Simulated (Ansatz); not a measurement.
Band structure of TaS2

```
Ta S
1.0
     3.37948    0.00000    0.00000
    -1.68974    2.92671    0.00000
     0.00000    0.00000    6.78526
Ta S
1 2
Direct
  0.00000 0.00000 0.00000
  0.33333 0.66667 0.22581
  0.66667 0.33333 0.77419
```

Atoms are numbered in the order listed.

The cell was built from the CdI2 type and relaxed in the same program, and has space group P-3m1; it needn't be a known or the stable phase.

Spin polarisation is left out, and whether a magnetic state lies lower isn't shown here.

Spin–orbit coupling is left out, though it moves levels of the heavy atoms by tenths of an eV or more.

Computed with DFT, PBE, all-electron LAPW, scalar-relativistic in Ansatz 0.2.0.

Sampling and basis: a Γ-centred 12×12×7 k mesh, Fermi–Dirac smearing of 0.08 eV, basis error target 1 meV/atom, no spin polarisation.

Points in fractions of the reciprocal vectors of this cell: Γ (0, 0, 0), M (0.5, 0, 0), K (0.333, 0.333, 0), A (0, 0, 0.5), L (0.5, 0, 0.5), H (0.333, 0.333, 0.5). The path joins them by straight lines in the order Γ–M–K–Γ–A–L–H–A–L; legs that retrace an earlier one aren't tabulated. Energies are in eV from the Fermi level.

Question: Metal or insulator at this level of theory?

Answer: No gap opens: metallic or semimetallic.

Question: Tabulate bands 29 to 36, counted from the lowest band of the run, along the path.

Answer: 
| k (1/Å) | point | band 29 | band 30 | band 31 | band 32 | band 33 | band 34 | band 35 | band 36 |
| --- | --- | --- | --- | --- | --- | --- | --- | --- | --- |
| 0.00 | Γ | -3.85 | -2.10 | -0.78 | -0.78 | 0.11 | 0.11 | 0.16 | 3.90 |
| 0.27 |  | -3.74 | -2.20 | -1.79 | -1.45 | -0.02 | 0.75 | 0.83 | 3.49 |
| 0.54 |  | -4.11 | -3.63 | -2.01 | -1.97 | -0.51 | 1.47 | 1.58 | 3.80 |
| 0.81 |  | -4.31 | -3.76 | -2.79 | -2.07 | -0.87 | 2.12 | 2.35 | 4.42 |
| 1.07 | M | -4.30 | -3.86 | -3.02 | -2.02 | -0.98 | 2.41 | 2.95 | 4.38 |
| 1.23 |  | -4.24 | -3.87 | -2.98 | -2.63 | -0.49 | 2.33 | 2.82 | 4.22 |
| 1.38 |  | -4.14 | -3.83 | -3.53 | -2.99 | 0.20 | 2.19 | 2.46 | 3.80 |
| 1.54 |  | -4.62 | -3.75 | -3.72 | -3.17 | 0.86 | 1.99 | 2.01 | 3.73 |
| 1.69 | K | -5.20 | -3.63 | -3.63 | -3.36 | 1.33 | 1.75 | 1.75 | 4.10 |
| 2.00 |  | -4.23 | -3.92 | -3.85 | -2.80 | 0.79 | 1.23 | 2.66 | 3.34 |
| 2.31 |  | -4.54 | -3.40 | -3.13 | -1.98 | 0.22 | 0.89 | 2.19 | 3.31 |
| 2.62 |  | -3.74 | -2.37 | -1.88 | -1.64 | 0.13 | 0.65 | 1.04 | 3.56 |
| 2.93 | Γ | -3.85 | -2.10 | -0.78 | -0.78 | 0.11 | 0.11 | 0.16 | 3.90 |
| 3.05 |  | -3.85 | -2.26 | -0.78 | -0.78 | 0.11 | 0.11 | 0.27 | 3.91 |
| 3.16 |  | -3.85 | -2.60 | -0.79 | -0.79 | 0.11 | 0.11 | 0.50 | 3.94 |
| 3.28 |  | -3.84 | -2.93 | -0.80 | -0.80 | 0.10 | 0.10 | 0.67 | 3.97 |
| 3.40 | A | -3.84 | -3.06 | -0.80 | -0.80 | 0.10 | 0.10 | 0.74 | 3.98 |
| 3.66 |  | -3.74 | -2.49 | -2.20 | -1.46 | 0.10 | 0.83 | 1.27 | 3.37 |
| 3.93 |  | -4.03 | -3.63 | -2.28 | -2.00 | -0.49 | 1.60 | 1.83 | 3.40 |
| 4.20 |  | -4.09 | -3.78 | -2.69 | -2.02 | -0.98 | 2.14 | 2.37 | 4.28 |
| 4.47 | L | -4.29 | -3.88 | -2.63 | -1.96 | -1.16 | 2.41 | 2.95 | 4.40 |
| 4.62 |  | -4.24 | -3.90 | -2.66 | -2.58 | -0.68 | 2.31 | 2.81 | 4.12 |
| 4.78 |  | -4.16 | -3.88 | -3.45 | -2.81 | -0.02 | 2.13 | 2.43 | 3.83 |
| 4.93 |  | -4.61 | -3.75 | -3.71 | -3.14 | 0.67 | 1.84 | 1.91 | 4.00 |
| 5.09 | H | -5.22 | -3.57 | -3.57 | -3.50 | 1.35 | 1.49 | 1.49 | 4.56 |
| 5.40 |  | -4.13 | -3.90 | -3.72 | -2.85 | 0.80 | 0.91 | 2.68 | 3.55 |
| 5.71 |  | -4.39 | -3.35 | -3.18 | -2.16 | 0.41 | 0.67 | 2.44 | 3.36 |
| 6.02 |  | -3.74 | -2.41 | -2.38 | -1.76 | 0.35 | 0.64 | 1.47 | 3.36 |
| 6.33 | A | -3.84 | -3.06 | -0.80 | -0.80 | 0.10 | 0.10 | 0.74 | 3.98 |
